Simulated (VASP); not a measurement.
The system is Ni.

```
Ni
1.0
     0.00000    1.73757    1.73757
     1.73757    0.00000    1.73757
     1.73757    1.73757    0.00000
Ni
1
Direct
  0.00000 0.00000 0.00000
```

* Program: VASP 6.6.1
* Task: relaxation of cell and atoms
* Functional: optB88-vdW
* Potentials or basis: VASP PAW PBE potentials, release 64 (Ni)
* Cutoff: 600 eV
* k mesh: 13 × 13 × 13
* Occupations: fermi-dirac, width 0.05 eV
* Spin: collinear spin, ferromagnetic start
* Starting moments: [1.0] μB

At the start: pressure 6.5 GPa; volume 10.49 Å³/atom.

How do energy, volume and symmetry change on relaxing?

Over 3 steps the energy falls by 6.3 meV/atom and the volume is 10.81 Å³/atom (+3.1 %); space group Fm-3m (No. 225, to 0.05 Å); moment 0.62 μB per cell.

Step by step:
```csv
step,energy change (eV),largest force (eV/Å),pressure (GPa),volume (Å³)
1,0.0000,0.0000,6.50,10.49
2,0.0000,0.0000,-5.76,11.15
3,-0.0063,0.0000,-0.01,10.81
```

Final structure:
```
Ni
1.0
     0.00000    1.75519    1.75519
     1.75519    0.00000    1.75519
     1.75519    1.75519    0.00000
Ni
1
Direct
  0.00000 0.00000 0.00000
```

Caveat: the PAW data sets were made with another functional, which shifts forces and pressure a little.
